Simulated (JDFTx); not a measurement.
Input of a JDFTx 1.7.0 (patched build) run:

Contents of Zn.in:

```
lattice \
   -1.5690370000     1.5690370000     1.5690370000 \
    1.5690370000    -1.5690370000     1.5690370000 \
    1.5690370000     1.5690370000    -1.5690370000
latt-scale 1.889726124626 1.889726124626 1.889726124626
coords-type Lattice
ion Zn     0.0000000000     0.0000000000     0.0000000000 1

ion-species pseudo/Zn.upf
elec-cutoff 50
elec-ex-corr mgga-TPSS
kpoint-folding 6 6 6
elec-smearing Fermi 0.0018374661
elec-n-bands 16
electronic-SCF nIterations 100 energyDiffThreshold 1e-09
electronic-minimize nIterations 30 energyDiffThreshold 1e-7
forces-output-coords Cartesian
lattice-minimize nIterations 40 energyDiffThreshold 1e-6

dump-name run.$VAR
dump End Ecomponents EigStats BandEigs Kpoints Forces Stress ElecDensity KEdensity
```

Potentials or basis: SG15-PBE-1.2 with smoothed tails.

Command:

```bash
$ jdftx -c 1 -i Zn.in -o Zn.out
```

Problem. What does it give for the relaxed volume?

Solution. 14.87 Å³/atom.

Problem. Estimate the band gap on the k mesh.

Solution. None (metal or under the smearing width).

Problem. Predict the space group after relaxing (to 0.05 Å).

Solution. Im-3m (No. 229).

Problem. Predict the relaxed cell.

Solution. a = 2.683 Å, b = 2.683 Å, c = 2.683 Å, α = 109.47°, β = 109.47°, γ = 109.47°.

Step by step:
```tsv
step	energy change (eV)	largest force (eV/Å)	pressure (GPa)	volume (Å³)
1	0.0000	0.0000	-2.93	15.45
2	-0.0011	0.0000	-2.62	15.39
3	-0.0055	0.0000	-0.13	14.89
4	-0.0055	0.0000	0.00	14.87
5	-0.0055	0.0000	0.00	14.87
```

Caveat: the k mesh is coarse (spacing up to 0.47 Å⁻¹), so the values aren't converged; meta-GGA forces are noisy on this grid; the potentials were made for another functional, which shifts forces and pressure.
